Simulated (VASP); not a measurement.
Al2P: single point with PBE

The system is Al2P.

```
Al P
1.0
     0.00000    3.70105    3.70105
     3.70105    0.00000    3.70105
     3.70105    3.70105    0.00000
Al P
4 2
Direct
  0.12500 0.62500 0.62500
  0.62500 0.62500 0.12500
  0.62500 0.12500 0.62500
  0.62500 0.62500 0.62500
  0.00000 0.00000 0.00000
  0.25000 0.25000 0.25000
```

The cell was built by a generator and needn't be a form met in nature.

The cell isn't the ideal one: species swapped into the ErFe2 type (Fd-3m, No. 227).

* Program: VASP 6.6.1
* Task: single point
* Functional: PBE
* Potentials or basis: VASP PAW PBE potentials, release 64 (Al, P)
* Cutoff: 520 eV
* k mesh: 10 × 10 × 10
* Occupations: gaussian, width 0.1 eV
* Spin: no spin polarisation

```json
{"Pressure": "0.0 GPa", "Band gap on the k mesh": "none (metal or under the smearing width)"}
```

Levels at points of the mesh, in eV from the Fermi level:
| k point | band 7 | band 8 | band 9 | band 10 | band 11 | band 12 | band 13 | band 14 | band 15 | band 16 |
| --- | --- | --- | --- | --- | --- | --- | --- | --- | --- | --- |
| (0.00, 0.00, 0.00) | -4.05 | -3.71 | -3.71 | -3.71 | -1.48 | -1.48 | -1.48 | -0.42 | -0.42 | 4.08 |
| (0.50, 0.00, 0.00) | -4.04 | -4.04 | -1.91 | -1.59 | 0.19 | 0.19 | 0.83 | 0.83 | 1.72 | 3.84 |
| (0.50, 0.50, 0.00) | -1.47 | -1.47 | -0.41 | -0.41 | 1.15 | 1.15 | 1.65 | 1.65 | 2.05 | 2.05 |

It took 37 s on 1 thread of Intel(R) Xeon(R) 6975P-C (Granite Rapids), with other jobs on the host, peak memory 0.26 GiB.
